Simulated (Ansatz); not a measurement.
Here is an Ansatz 0.2.0 calculation.

input.yaml

```yaml
crystal:
  lattice:
    - [0.0, 2.8338, 2.8338]
    - [2.8338, 0.0, 2.8338]
    - [2.8338, 2.8338, 0.0]
  atoms:
    - { symbol: Se, position: [0.75, 0.75, 0.75] }
    - { symbol: Zn, position: [0.0, 0.0, 0.0] }
hamiltonian:
  xc: pbe
  pseudopotentials: { kind: paw }
kpoints:
  mp_grid: { grid: [8, 8, 8] }
scf:
  occupations: { method: gaussian, width: 0.023 }
output:
  forces: true
  stress: true
  eigenvalues: true
```

Potentials or basis: Ansatz PAW.

The run is started by

```console
$ ansatz run input.yaml --threads 2 --pin off --max-ram 5632MiB --backend cpu --events-out ev --progress --plain --runs-dir out
```

Question: Estimate the band gap on the k mesh.

Answer: 1.29 eV, direct.

Question: Predict the pressure.

Answer: 2.1 GPa.

**Experimental background.**

“Alloy Disordering Effects on the Thermal Conductivity and Energy Gap Temperature Dependence of Cd1−xZnxSe Ternary Crystals Grown by the Bridgman Method”, 2023, pmc:10253836 reports, for a bulk crystal of ZnSe at 300 K: band gap 2.695 ± 0.003 eV (an exciton energy, a little under the gap).

Against the measured gap of ZnSe, 2.695 eV (an exciton energy, a little under the gap; 300 K; “Alloy Disordering Effects on the Thermal Conductivity and Energy Gap Temperature Dependence of Cd1−xZnxSe Ternary Crystals Grown by the Bridgman Method”, 2023, pmc:10253836), the calculated 1.29 eV is off by -1.41 eV. So large a miss can be the level of theory's own, or it may mean another phase, state or a wrong row. Spin-orbit coupling on Se is left out. The value is that of PBE, without temperature or zero-point motion. Semilocal functionals fall short of measured gaps as a rule.
